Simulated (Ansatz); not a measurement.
(110) slab cut from the bulk of Si2Mo, I4/mmm (No. 139); the slab's formula is Si2Mo:

```
CELL_PARAMETERS angstrom
4.51144 0.00000 0.00000
-2.25572 3.91069 0.00000
0.00000 0.00000 24.02288
ATOMIC_POSITIONS crystal
Si 0.16494 0.32988 0.31220
Si 0.83506 0.67012 0.31220
Mo 0.50000 0.00000 0.31220
Si 0.66494 0.32988 0.40610
Si 0.33506 0.67012 0.40610
Mo 0.00000 0.00000 0.40610
Si 0.16494 0.32988 0.50000
Si 0.83506 0.67012 0.50000
Mo 0.50000 0.00000 0.50000
Si 0.66494 0.32988 0.59390
Si 0.33506 0.67012 0.59390
Mo 0.00000 0.00000 0.59390
Si 0.16494 0.32988 0.68780
Si 0.83506 0.67012 0.68780
Mo 0.50000 0.00000 0.68780
```

Computed with DFT PBEsol, scalar-relativistic, plane waves, PAW in Ansatz. Cutoff 420 eV; k points 9×9×1 on the computed 15-atom cell (Γ-centred); Gaussian smearing, width 0.10 eV; no spin polarisation. A dipole correction removes the field between periodic images along c.

Task: What forces act on the atoms?

Result:
```json
{"atom": "Si1", "Fx (eV/Å)": "0.000", "Fy (eV/Å)": "-0.091", "Fz (eV/Å)": "-0.226"}
{"atom": "Si2", "Fx (eV/Å)": "0.000", "Fy (eV/Å)": "0.091", "Fz (eV/Å)": "-0.226"}
{"atom": "Mo3", "Fx (eV/Å)": "0.000", "Fy (eV/Å)": "0.000", "Fz (eV/Å)": "1.458"}
{"atom": "Si4", "Fx (eV/Å)": "0.000", "Fy (eV/Å)": "-0.220", "Fz (eV/Å)": "-0.556"}
{"atom": "Si5", "Fx (eV/Å)": "0.000", "Fy (eV/Å)": "0.220", "Fz (eV/Å)": "-0.556"}
{"atom": "Mo6", "Fx (eV/Å)": "0.000", "Fy (eV/Å)": "0.000", "Fz (eV/Å)": "0.164"}
{"atom": "Si7", "Fx (eV/Å)": "0.000", "Fy (eV/Å)": "0.010", "Fz (eV/Å)": "0.000"}
{"atom": "Si8", "Fx (eV/Å)": "0.000", "Fy (eV/Å)": "-0.010", "Fz (eV/Å)": "0.000"}
{"atom": "Mo9", "Fx (eV/Å)": "0.000", "Fy (eV/Å)": "0.000", "Fz (eV/Å)": "0.000"}
{"atom": "Si10", "Fx (eV/Å)": "0.000", "Fy (eV/Å)": "-0.220", "Fz (eV/Å)": "0.556"}
{"atom": "Si11", "Fx (eV/Å)": "0.000", "Fy (eV/Å)": "0.220", "Fz (eV/Å)": "0.556"}
{"atom": "Mo12", "Fx (eV/Å)": "0.000", "Fy (eV/Å)": "0.000", "Fz (eV/Å)": "-0.164"}
{"atom": "Si13", "Fx (eV/Å)": "0.000", "Fy (eV/Å)": "-0.091", "Fz (eV/Å)": "0.226"}
{"atom": "Si14", "Fx (eV/Å)": "0.000", "Fy (eV/Å)": "0.091", "Fz (eV/Å)": "0.226"}
{"atom": "Mo15", "Fx (eV/Å)": "0.000", "Fy (eV/Å)": "0.000", "Fz (eV/Å)": "-1.458"}
```